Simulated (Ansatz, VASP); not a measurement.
## One calculation of Pb, two programs

```
Pb
1.0
     3.48866    0.00000    0.00000
    -1.74433    3.02127    0.00000
     0.00000    0.00000    5.73300
Pb
2
Direct
  0.33333 0.66667 0.25000
  0.66667 0.33333 0.75000
```

Alike in both runs: task single point; functional PBE; k mesh 6 × 6 × 4; occupations gaussian, width 0.1 eV; no spin polarisation.

```csv
,VASP,Ansatz
version,VASP 6.6.1,Ansatz 0.2.0
potentials or method,"VASP PAW PBE potentials, release 64 (Pb_d)","scalar-relativistic, plane waves, PAW"
plane-wave cutoff (eV),520,420
valence electrons in the cell,28,28
```

Ansatz gave:

- gap on the k mesh at the Fermi level (eV): none
- pressure (GPa): 2.9
- largest component of the traceless stress (GPa): 0.09

Problem. Which values does VASP return?

Solution. gap on the k mesh at the Fermi level (eV): none; pressure (GPa): 2.8; largest component of the traceless stress (GPa): 0.09.

A gap of «none» marks a metal or a gap that the smearing closes.

Spin-orbit coupling is left out, which matters for the levels of Pb.
